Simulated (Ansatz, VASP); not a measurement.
# One calculation of BeTe, two programs

File INCAR:

```
PREC     = Accurate       # precision mode
ENCUT    = 600            # plane-wave cutoff, eV
EDIFF    = 1E-6           # SCF threshold, eV
ISMEAR   = 0              # smearing method
SIGMA    = 0.1            # smearing width, eV
LREAL    = F              # projectors in reciprocal space
LASPH    = T              # aspherical terms in the spheres
NELM     = 60             # most SCF steps
ALGO     = Normal         # electronic algorithm
ISIF     = 3              # what is computed and relaxed
LWAVE    = F              # write WAVECAR
LCHARG   = F              # write CHGCAR
GGA      = PE             # functional
IBRION   = 2              # ionic algorithm
NSW      = 100            # ionic steps
EDIFFG   = -0.01          # ionic threshold
```

The input KPOINTS:

```
regular mesh
0
Gamma
  20 20 20
```

POSCAR

```
BeTe
1.0
   -1.9026624860      1.9026624860      2.6547703065
    1.9026624860     -1.9026624860      2.6547703065
    1.9026624860      1.9026624860     -2.6547703065
Be Te
1 1
Direct
    0.5000000000      0.5000000000      0.0000000000
    0.0000000000      0.0000000000      0.0000000000
```

Input for Ansatz:

```yaml
crystal:
  lattice:
    - [-1.902662486, 1.902662486, 2.6547703065]
    - [1.902662486, -1.902662486, 2.6547703065]
    - [1.902662486, 1.902662486, -2.6547703065]
  atoms:
    - { symbol: Be, position: [0.5, 0.5, 0.0] }
    - { symbol: Te, position: [0.0, 0.0, 0.0] }
basis:
  ecutwfc: 420
kpoints:
  mp_grid: { grid: [20, 20, 20] }
hamiltonian:
  xc: pbe
scf:
  occupations: { method: gaussian, width: 0.1 }
output:
  forces: true
  stress: true
  eigenvalues: true
relax:
  adjacent_minimum: "off"
  f_tol: 0.01
  max_steps: 80
  cell: { stress_tol: 0.05 }
```

Alike in both runs: task relaxation of cell and atoms; functional PBE; k mesh 20 × 20 × 20; occupations gaussian, width 0.1 eV; no spin polarisation.

```csv
,VASP,Ansatz
version,VASP 6.6.1,Ansatz 0.2.0
potentials or method,"VASP PAW PBE potentials, release 64 (Be, Te)","scalar-relativistic, plane waves, PAW"
plane-wave cutoff (eV),600,420
valence electrons in the cell,8,18
```

VASP gave:

| Quantity | Value |
| --- | --- |
| gap on the k mesh at the Fermi level, each at its own relaxed structure (eV) | none |
| relaxed volume (Å³/atom) | 19.28 |
| relaxed cell length with the largest relative difference (Å) | 3.792 |

Q: Which values does Ansatz return?

A: gap on the k mesh at the Fermi level, each at its own relaxed structure (eV): none; relaxed volume (Å³/atom): 19.25; relaxed cell length with the largest relative difference (Å): 3.791.

A gap of «none» marks a metal or a gap that the smearing closes. The two sets of potentials don't hold the same shells in valence.

The runs have no spin-orbit coupling, so splittings on Te are missing.
